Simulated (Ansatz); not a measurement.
# CoO (Fm-3m) in Ansatz: single point with PBE

Aim: the single point of CoO with PBE.

All numbers are computed with Ansatz 0.2.0; they aren't measurements. Logs are shortened: lines on timing, memory, paths and dates and some standing lists are left out, and cuts for length are marked.

## Step 1: The crystal as given

The structure is cubic, space group Fm-3m (No. 225). The conventional cell has a = 4.263 Å, b = 4.263 Å, c = 4.263 Å, α = 90.00°, β = 90.00°, γ = 90.00°. Co (site symmetry m-3m) has 6 O at 2.13 Å as nearest neighbours. O (site symmetry m-3m) has 6 Co at 2.13 Å as nearest neighbours.

## Step 2: Single point, PBE, collinear spin, ferromagnetic start

Contents of input.yaml:

```yaml
crystal:
  lattice:
    - [0.0, 2.1315, 2.1315]
    - [2.1315, 0.0, 2.1315]
    - [2.1315, 2.1315, 0.0]
  atoms:
    - { symbol: Co, position: [0.0, 0.0, 0.0], spin: 3.5 }
    - { symbol: O, position: [0.5, 0.5, 0.5] }
hamiltonian:
  xc: pbe
  pseudopotentials: { kind: paw }
magnetization:
  spin_polarized: true
kpoints:
  mp_grid: { grid: [11, 11, 11] }
scf:
  occupations: { method: fermi_dirac, width: 0.05 }
output:
  forces: true
  stress: true
  eigenvalues: true
  write_density: true
  write_potential: true
  elf: true
  volumetric_format: npy
```

Potentials or basis: Ansatz PAW.

Started as:

```
$ ansatz run input.yaml --threads 2 --pin off --max-ram 5120MiB --backend cpu --events-out ev --progress --plain --runs-dir out
```

Log:

```text
Warning: where an SCF of this run starts from atoms to list the orders of its open shells, Co (site 0, from 0) starts with 3.00 μB on its 3d shell, in the place of the 3.50 μB that the deck gives it: its open shells can hold no more by Hund's first rule. To start from spheres of the given moment, type scf.initial_density.shell_occupations: []
Warning: RAYON_NUM_THREADS=2 ignored (pool sized by the plan → 2); use --threads N
Engine: ansatz 0.2.0, aarch64-unknown-linux-gnu
Pseudopotentials: kind: paw
Pseudopotential: Co, paw, valence charge 17, recommended cutoff 420 eV (normal), Co.paw.azcp
Pseudopotential: O, paw, valence charge 6, recommended cutoff 420 eV (normal), O.paw.azcp
Functional definition: PBE
  parameter kappa = 0.804
  parameter beta = 0.06672455060314922
  exchange = pbe_x(kappa = kappa, mu = beta*pi^2/3)
  correlation = pbe_c(beta = beta)
Crystal: 2 atoms, lattice volume = 19.368 Å³
Basis set: ecut = 420 eV, 339 PW (Γ), exchange–correlation on 48×48×48 points (8 copies of the dense FFT grid, shifted against one another)
Bands: 18, of which v1, the nominal top of the filled ones, is band 12 counted from 1 (11 counted from 0)
Symmetry: 48 space group operations
Space group: Fm-3m (ITA 225), of the structure as read, at distance tolerance 2.7e-5 Å
Magnetic group: BNS 225.116 (UNI 1618), of the structure as read, at distance tolerance 2.7e-5 Å
k-points: 56 of 1331
Non-local potential: Co, projectors of the file, l = 0: 3, l = 1: 2, l = 2: 3, l = 3: 1
Non-local potential: O, projectors of the file, l = 0: 2, l = 1: 2, l = 2: 1
PAW form: soft (Blöchl's): semilocal exchange-correlation on the pseudo side does not see the compensation charge
PAW one-centre angular grid: Co, 590 points (default); XC on 64 Gauss nodes
PAW one-centre angular grid: O, 110 points (default); XC on 64 Gauss nodes
Initial density: superposition of atomic densities (chi_scale 0.1, normalization cell, long waves kept (reshape's long-wave potential 0.00 eV rms))
Starting moments: Σ|m| = 3.5 μB on 1 of 2 sites
Initial wavefunctions: pseudopotential atomic-orbital guess
Functional: x = pbe(κ = 0.804, μ = 0.2195149727645171), c = pbe(β = 0.06672455060314922)
SCF iter   1: F=—  HF=-5691.399394 eV  |F-HF|=—  |Δ(HF+E_count)|=         —  Δρ=1.71e-1 (↑4.50e-2 ↓1.71e-1)  dr2=5.82e0  dr2_m=9.53e-1  M=2.236 μB ∫|m|=2.236 μB  β_m=0.30  ethr=3.10e-3  ⟨swp⟩=5.6  Hψ=8633  notcnv=0
Mixer restart at iter 1: flushing history
preconditioner: auto → none  [metal: Δε(μ)=0.013 eV  Ē_g=14.874 eV  σ=0.050 eV  W_gap=0.07  n_scr=8 (ndim 8)  ℏωp=32.7 eV  f_vac=0.000  D(μ)=4.92/eV (n_scr^D=112)  sad-step TF]
SCF iter   2: F=—  HF=-5691.847103 eV  |F-HF|=—  |Δ(HF+E_count)|=   4.48e-1  Δρ=4.50e-2 (↑3.34e-2 ↓4.50e-2)  dr2=4.90e-1  dr2_m=1.16e-1  M=2.818 μB ∫|m|=2.818 μB  β_m=0.33  ethr=3.10e-3  ⟨swp⟩=2.7  Hψ=4899  notcnv=0  defer=111
SCF iter   3: F=—  HF=-5692.021010 eV  |F-HF|=—  |Δ(HF+E_count)|=   1.74e-1  Δρ=3.22e-2 (↑2.31e-2 ↓3.22e-2)  dr2=7.10e-2  dr2_m=8.63e-2  M=2.918 μB ∫|m|=2.920 μB  β_m=0.60  ethr=2.13e-3  ⟨swp⟩=2.0  Hψ=3450  notcnv=0  defer=110
SCF iter   4: F=—  HF=-5692.079082 eV  |F-HF|=—  |Δ(HF+E_count)|=         —  Δρ=1.14e-2 (↑6.95e-3 ↓1.14e-2)  dr2=2.01e-2  dr2_m=1.01e-2  M=2.876 μB ∫|m|=2.885 μB  β_m=0.60  ethr=3.09e-4  ⟨swp⟩=2.4  Hψ=3466  notcnv=0  defer=110
Mixer restart at iter 4: flushing history
SCF iter   5: F=—  HF=-5692.107531 eV  |F-HF|=—  |Δ(HF+E_count)|=   2.84e-2  Δρ=1.60e-2 (↑8.98e-3 ↓1.60e-2)  dr2=4.88e-2  dr2_m=1.11e-2  M=2.947 μB ∫|m|=2.959 μB  β_m=0.49  ethr=8.74e-5  ⟨swp⟩=2.5  Hψ=4776  notcnv=0  defer=117
SCF iter   6: F=—  HF=-5692.107211 eV  |F-HF|=—  |Δ(HF+E_count)|=   3.20e-4  Δρ=4.66e-3 (↑4.40e-3 ↓4.66e-3)  dr2=1.41e-3  dr2_m=3.02e-3  M=2.919 μB ∫|m|=2.931 μB  β_m=0.49  ethr=8.74e-5  ⟨swp⟩=2.7  Hψ=3721  notcnv=0  defer=117
SCF iter   7: F=—  HF=-5692.114802 eV  |F-HF|=—  |Δ(HF+E_count)|=   7.59e-3  Δρ=2.77e-3 (↑1.18e-3 ↓2.77e-3)  dr2=4.73e-4  dr2_m=5.24e-4  M=2.925 μB ∫|m|=2.939 μB  β_m=0.64  ethr=6.12e-6  ⟨swp⟩=2.2  Hψ=4037  notcnv=0  defer=117
SCF iter   8: F=—  HF=-5692.115641 eV  |F-HF|=—  |Δ(HF+E_count)|=   8.38e-4  Δρ=8.36e-4 (↑8.36e-4 ↓5.67e-4)  dr2=6.83e-5  dr2_m=7.28e-5  M=2.929 μB ∫|m|=2.944 μB  β_m=0.62  ethr=2.06e-6  ⟨swp⟩=2.1  Hψ=3092  notcnv=0  defer=117
SCF iter   9: F=—  HF=-5692.115660 eV  |F-HF|=—  |Δ(HF+E_count)|=   1.90e-5  Δρ=9.39e-5 (↑9.39e-5 ↓5.79e-5)  dr2=1.79e-6  dr2_m=4.77e-7  M=2.929 μB ∫|m|=2.944 μB  β_m=0.78  ethr=2.97e-7  ⟨swp⟩=2.0  Hψ=2820  notcnv=0  defer=118
SCF iter  10: F=—  HF=-5692.115661 eV  |F-HF|=—  |Δ(HF+E_count)|=   9.20e-7  Δρ=3.34e-5 (↑2.94e-5 ↓3.34e-5)  dr2=1.03e-8  dr2_m=1.66e-7  M=2.929 μB ∫|m|=2.944 μB  β_m=0.89  ethr=7.77e-9  ⟨swp⟩=2.0  Hψ=2435  notcnv=0  defer=118
SCF iter  11: F=-5692.115661 eV  HF=-5692.115661 eV  |F-HF|=3.92e-9  |Δ(HF+E_count)|=   2.10e-8  Δρ=6.36e-6 (↑6.36e-6 ↓2.16e-6)  dr2=5.86e-9  dr2_m=1.16e-9  M=2.929 μB ∫|m|=2.944 μB  ethr=4.47e-11  ⟨swp⟩=10.0  Hψ=12319  notcnv=0
SCF 1 converged in 11 iterations: F = -5692.115661 eV  dr2 = 5.86e-9
SCF converged after 11 iterations
Magnetization: 2.9291 μB (12.9646 up, 10.0354 down)
Absolute magnetization: 2.9444 μB (∫|ρ↑−ρ↓|, with the PAW one-centre terms)
Spin contamination: 0.0079 ħ² per cell (⟨S²⟩ above its minimum at these occupations)
Per-site moments (μB) at R_I (Å): [(2.493323809124107, 0.87924375), (0.3194223626029062, 0.87924375)]
Free energy (F): -5692.115661 eV
Harris-Foulkes:  -5692.115661 eV  (|F-HF|=3.92e-9)
Internal energy: -5692.081841 eV  (E = F + TS)
E sigma→0 (E₀):  -5692.098751 eV
Entropy (-TS):   -0.033820 eV (-16.910 meV/atom)
Fermi energy:    13.848406 eV
--- Per-component energies (eV) ---
  E_band       = -306.193948
  E_kinetic    = 617.350691
  E_local      = -3437.005009  (includes V_loc(G=0)·N_el)
  E_nonlocal   = 514.213100
  E_hartree    = 1410.923961
  E_xc         = -228.579127
  E_vxc        = -293.751468  (∫ρ·V_xc dr)
  E_paw        = -1676.922903  (= ΣΔE_a)
  E_vpaw       = -528.856909  (= ΣTr[D̂ρ^β])
  E_aug_tail   = 0.002514  (compensation charges beyond the density's cutoff)
  E_ewald      = -2892.065066
  E_smearing   = -0.033820  (= −TS)
  E_closure    = 0.000000  (closes the sum)
  Σ components = -5692.115661   (vs F -5692.115661, Δ=0.00e0)
--- Forces (eV/Å), atoms counted from 1 ---
  atom   1  Co    -0.00000000     0.00000000     0.00000000
  atom   2  O      0.00000000     0.00000000    -0.00000000
  max |Σ_I F_I| component: 1.22e-29 eV/Å
--- Stress (GPa, compression-positive) ---
       -1.850323      -0.000000       0.000000
       -0.000000      -1.850323      -0.000000
        0.000000       0.000000      -1.850323
  P = ⅓ Tr σ = -1.8503 GPa (-18.503 kbar)
--- Band table (eV; the first three rows and the last of 112) ---
  k-point 0 ↑: bands = ["-83.0358", "-46.2998", "-46.2998", "-46.2998", "-6.3892", "10.5601", "10.5601", "10.6824", "10.6824", "10.6824", "10.7585", "10.7585", "10.7585", "14.7399", "30.5643", "31.8335", "31.8335", "31.8335"]
  k-point 1 ↑: bands = ["-83.0356", "-46.3027", "-46.3002", "-46.3002", "-6.3037", "9.8008", "9.8008", "9.8112", "10.7905", "10.7905", "11.0937", "11.4969", "11.4969", "15.3239", "28.9290", "31.5186", "31.5186", "32.5351"]
  k-point 2 ↑: bands = ["-83.0349", "-46.3106", "-46.3012", "-46.3012", "-6.0653", "8.5422", "9.0667", "9.0667", "10.9420", "10.9420", "11.3044", "12.3212", "12.3212", "16.5235", "26.7440", "30.3901", "30.3901", "32.9144"]
  k-point 55 ↓: bands = ["-79.9663", "-43.3301", "-43.3281", "-43.3164", "-4.4652", "8.0947", "8.1547", "8.9733", "13.3325", "13.5853", "13.9896", "14.8115", "15.5303", "22.7347", "24.0884", "24.1928", "27.4199", "34.4800"]
```

It took 2.5 s on 2 threads of Arm Neoverse V2, shared host; peak memory 0.3 GiB.

What came out:

```
Free energy            : -5692.1157 eV
Pressure               : -1.9 GPa
Band gap on the k mesh : none (metal or under the smearing width)
Net moment             : 2.93 μB per cell
Absolute moment        : 2.94 μB per cell
Site moments           : Co +2.49; O +0.32 μB
```

Caveat: the pressure holds a Pulay correction of +0.7 GPa for the finite cutoff; a cell with one magnetic atom can't hold antiferromagnetic order, which such compounds often take; semilocal functionals often make such compounds metallic where correlation or magnetic order opens a gap, which also shifts bond lengths. With open d or f shells a metallic result of PBE can be an artefact of self-interaction; +U or a hybrid may open a gap.
